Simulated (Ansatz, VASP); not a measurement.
# Cross-check of Ga35N36 (V_Ga) between VASP and Ansatz, part 2 of 2

Aim: how closely do two programs agree when they are given the same cell, functional and k mesh? The cell is taken from a series of runs on this material, whose earlier steps may have relaxed, scaled, displaced or heated it; both programs get it as it stands.

VASP 6.6.1 and Ansatz 0.2.0.

So far: Starting point; Ansatz: single point, r2SCAN.

## 3. VASP: single point, r2SCAN

Level of this step: r2SCAN, spin-polarised from a ferromagnetic start; plane waves and PAW (Ga_d, N) (VASP).

The same cell, functional, mesh and smearing now go to VASP, with its own data sets.

Lines of VASP's logs that name or quote its potential files are left out, and so is its time.

INCAR

```
SYSTEM = Ga35N36
PREC = Accurate
ENCUT = 580
EDIFF = 1E-06
NELM = 200
ISMEAR = -1
SIGMA = 0.01
LREAL = Auto
ALGO = Normal
METAGGA = R2SCAN
LASPH = .TRUE.
NELECT = 634
NBANDS = 367
ISPIN = 2
MAGMOM = 0 0 0 0 0 0 0 0 0 -0 0 -0 -0 0 0 0 0 0 -0 0 0 0 0 -0 -0 0 0 -0 0 0 0 0 0 0 0 0 0.02 0 -0 0.63 0.02 0.04 0 0 0 0 0 0.08 0.02 0 -0 0.63 0.03 0.04 0.62 0.63 0.02 0.04 0 0.08 0 0 0 0.08 0.02 0 -0 0 0.02 0 0
LORBIT = 11
LWAVE = .FALSE.
LCHARG = .FALSE.
ISIF = 2
ISYM = 0
NUPDOWN = 4
GGA_COMPAT = .FALSE.
LMIXTAU = .TRUE.
```

POSCAR

```
Ga35N36
1.0
    9.5498178172      0.0000000000      0.0000000000
   -4.7749089086      8.2703848312      0.0000000000
    0.0000000000      0.0000000000     10.3676634614
Ga N
35 36
Direct
    0.2227100000      0.1108100000      0.2493100000
    0.1102900000      0.2173900000      0.5023200000
    0.2223500000      0.1102100000      0.7514900000
    0.1105500000      0.2211400000      0.9997400000
    0.2227400000      0.4442700000      0.2451200000
    0.1106500000      0.5596800000      0.5022900000
    0.2168200000      0.4412500000      0.7506600000
    0.1107000000      0.5563300000      0.9996200000
    0.2228300000      0.7777100000      0.2492700000
    0.1114300000      0.8890000000      0.5004400000
    0.2225200000      0.7780000000      0.7514100000
    0.1113700000      0.8890800000      0.0007300000
    0.5560700000      0.1111300000      0.2493200000
    0.4407900000      0.2179900000      0.5022500000
    0.5567700000      0.1113700000      0.7505300000
    0.4440400000      0.2212900000      0.9996600000
    0.5560400000      0.4443500000      0.2452700000
    0.5590400000      0.4414100000      0.7506500000
    0.4445500000      0.5556800000      0.9979200000
    0.5560500000      0.7775300000      0.2451300000
    0.4410000000      0.8902500000      0.5022400000
    0.5590600000      0.7834600000      0.7505700000
    0.4441400000      0.8898400000      0.9996400000
    0.8894200000      0.1109400000      0.2494500000
    0.7780800000      0.2225200000      0.4999200000
    0.8889700000      0.1113400000      0.7506300000
    0.7779500000      0.2224900000      0.0003400000
    0.8895900000      0.4444800000      0.2493800000
    0.7826300000      0.5595600000      0.5022100000
    0.8890900000      0.4436400000      0.7505100000
    0.7791600000      0.5563100000      0.9997500000
    0.8896400000      0.7777100000      0.2493300000
    0.7830000000      0.8900300000      0.5023700000
    0.8902100000      0.7779500000      0.7514800000
    0.7792000000      0.8897700000      0.9996900000
    0.2219700000      0.1103700000      0.4381500000
    0.1114000000      0.2212500000      0.1876400000
    0.2221400000      0.1108900000      0.9387400000
    0.1111800000      0.2209800000      0.6890100000
    0.1944200000      0.4304200000      0.4304700000
    0.1115800000      0.5560300000      0.1875100000
    0.2213000000      0.4439800000      0.9391900000
    0.1114800000      0.5560700000      0.6889100000
    0.2222400000      0.7783800000      0.4381200000
    0.1117000000      0.8887000000      0.1888100000
    0.2222700000      0.7782100000      0.9386600000
    0.1117000000      0.8887000000      0.6884000000
    0.5557700000      0.1116700000      0.4381400000
    0.4443800000      0.2214100000      0.1875700000
    0.5560000000      0.1115600000      0.9382000000
    0.4441400000      0.2210900000      0.6889400000
    0.5692400000      0.4312000000      0.4307700000
    0.4449200000      0.5554100000      0.1883600000
    0.5562900000      0.4442200000      0.9392100000
    0.4449100000      0.5553800000      0.7120600000
    0.5700600000      0.8061300000      0.4304500000
    0.4445700000      0.8890200000      0.1876200000
    0.5562300000      0.7789700000      0.9392200000
    0.4443900000      0.8890300000      0.6888300000
    0.8889500000      0.1112000000      0.4381700000
    0.7783700000      0.2221600000      0.1887300000
    0.8888300000      0.1114400000      0.9382600000
    0.7782800000      0.2221000000      0.6880800000
    0.8893200000      0.4447700000      0.4381900000
    0.7790300000      0.5559600000      0.1877000000
    0.8889600000      0.4444100000      0.9381900000
    0.7793000000      0.5561200000      0.6888500000
    0.8900500000      0.7783500000      0.4381700000
    0.7790300000      0.8888900000      0.1876300000
    0.8895200000      0.7782100000      0.9387500000
    0.7793700000      0.8890600000      0.6890500000
```

KPOINTS

```
Points of the shifted mesh
8
Reciprocal
 0.2500000000  0.2500000000  0.2500000000 1
 0.2500000000  0.2500000000  0.7500000000 1
 0.2500000000  0.7500000000  0.2500000000 1
 0.2500000000  0.7500000000  0.7500000000 1
 0.7500000000  0.2500000000  0.2500000000 1
 0.7500000000  0.2500000000  0.7500000000 1
 0.7500000000  0.7500000000  0.2500000000 1
 0.7500000000  0.7500000000  0.7500000000 1
```

Potentials, in the order of the species: Ga_d and N (PBE family, release 64).

Run with:

```console
export OMP_NUM_THREADS=3
mpirun -np 1 vasp_std
```

Numbers of over 12 decimals in the logs are rounded to 6 here.

Log:

```text
[banner, memory and clock lines left out]
running    1 mpi-ranks, on    1 nodes
[...]
Offloading initialized ...    1 GPUs detected
[...]
|                                                                             |
|               ----> ADVICE to this user running VASP <----                  |
|                                                                             |
|     You enforced a specific xc type in the INCAR file but a different       |
|     [... a line on the potential file left out ...]
|     I HOPE YOU KNOW WHAT YOU ARE DOING!                                     |
|                                                                             |

 LDA part: xc-table for (None), standard interpolation
 POSCAR, INCAR and KPOINTS ok, starting setup
[...]
entering main loop
       N       E                     dE             d eps       ncg     rms          rms(c)
DAV:   1     0.130399116019E+05    0.13040E+05   -0.24141E+05 11784   0.352E+03
DAV:   2     0.264328472039E+04   -0.10397E+05   -0.99477E+04 11744   0.103E+03
DAV:   3    -0.408281001411E+03   -0.30516E+04   -0.28780E+04 13744   0.358E+02
DAV:   4    -0.878975734557E+03   -0.47069E+03   -0.45569E+03 12504   0.138E+02
DAV:   5    -0.943753478755E+03   -0.64778E+02   -0.63997E+02 20040   0.497E+01BRMIX: very serious problems
 the old and the new charge density differ
 old charge density:   635.00000 new  633.99999
    0.427E+01
DAV:   6    -0.768829256926E+03    0.17492E+03   -0.19858E+02 18064   0.617E+01    0.137E+01
DAV:   7    -0.774394886286E+03   -0.55656E+01   -0.64577E+01 13424   0.152E+01    0.111E+01
DAV:   8    -0.774777541751E+03   -0.38266E+00   -0.47670E+00 15824   0.131E+01    0.620E+00
DAV:   9    -0.775112589242E+03   -0.33505E+00   -0.20533E+00 15896   0.697E+00    0.250E+00
[...]
DAV:  20    -0.774981238408E+03    0.20617E-05   -0.25777E-06  7680   0.142E-02    0.233E-03
DAV:  21    -0.774981237352E+03    0.10564E-05   -0.23853E-06  7112   0.517E-03    0.119E-03
DAV:  22    -0.774981236736E+03    0.61603E-06   -0.65495E-07  6976   0.601E-03
   1 F= -.77498124E+03 E0= -.77498124E+03  d E =-.118872E-05  mag=     4.0000
```

OUTCAR, selected parts (step 3):

```text
  FREE ENERGIE OF THE ION-ELECTRON SYSTEM (eV)
  ---------------------------------------------------
  free  energy   TOTEN  =      -774.9812367359 eV

  energy  without entropy=     -774.9812355472  energy(sigma->0) =     -774.98123614

 magnetization (x)
# of ion       s       p       d       tot
------------------------------------------
    1       -0.000  -0.000   0.001   0.000
    2       -0.006  -0.010   0.011  -0.005
    3       -0.000  -0.000   0.000   0.000
    4       -0.001   0.001   0.002   0.002
    5       -0.006  -0.012   0.011  -0.007
    6       -0.006  -0.010   0.011  -0.005
    7       -0.006  -0.012   0.010  -0.009
    8       -0.001   0.001   0.002   0.002
    9       -0.000  -0.000   0.001   0.000
   10       -0.001  -0.000  -0.000  -0.001
   11       -0.000  -0.000   0.000   0.000
   12       -0.000  -0.000   0.000  -0.000
   13       -0.001  -0.001   0.000  -0.002
[...]
--------------------------------------------------
tot          0.052   2.573   0.147   2.772

[... 1 further part left out ...]
```

The run ends at a pressure of 0.43 GPa, with forces up to 0.054 eV/Å.

## 4. Comparison

Known differences besides the potentials themselves: VASP starts from the moments at which Ansatz ended; VASP keeps PBE cores, Ansatz makes them for the functional; the cutoff is 500 eV in Ansatz and 580 eV in VASP (PREC = Accurate, projectors in real space); site moments are counted in spheres of each program's own size. Total energies have different zeros and are not compared.

The two programs side by side:

| quantity | Ansatz | VASP | difference |
| --- | --- | --- | --- |
| total moment, fixed by the input (μB) | 4.00 | 4.00 | 0.00 |
| moment on N56 (μB) | 0.63 | 0.59 | +0.04 |
| moment on N40 (μB) | 0.63 | 0.59 | +0.04 |
| moment on N52 (μB) | 0.63 | 0.59 | +0.04 |
| moment on N55 (μB) | 0.62 | 0.58 | +0.04 |
| moment on N60 (μB) | 0.08 | 0.08 | +0.01 |
| moment on N48 (μB) | 0.08 | 0.07 | +0.01 |
| moment on N64 (μB) | 0.08 | 0.07 | +0.01 |

At this near-relaxed geometry the largest component of a force difference is 50 meV/Å. The cell carries a charge of +1 e against a uniform background, so its pressure also hangs on how the neutralising background is counted, and in a defect's cell a gap may be the spacing between its levels.

## 5. What came out

```json
{
  "difference in moment on N56 (single point, r2SCAN)": "0.039 μB",
  "r.m.s. force difference (single point, r2SCAN)": "8.5 meV/Å"
}
```

**Reading.** The r.m.s. force difference is 8.5 meV/Å (single point, r2SCAN), within the 12 meV/Å picked in this series as the mark of a large difference. How closely two codes agree says nothing of how well the functional describes the real material.

[Lines on the potential files, build, host, timing and source positions are cut from VASP's logs without a mark.]

[Logs are printed without paths, hosts, clocks, repeated set-up lines and the standing remarks that a program may print on its own settings, such as how far it seeks lower states.]

[Hosts, paths, dates, database ids (printed as entryN), source tags and the programs' standing remarks are cut or masked in the printed files.]
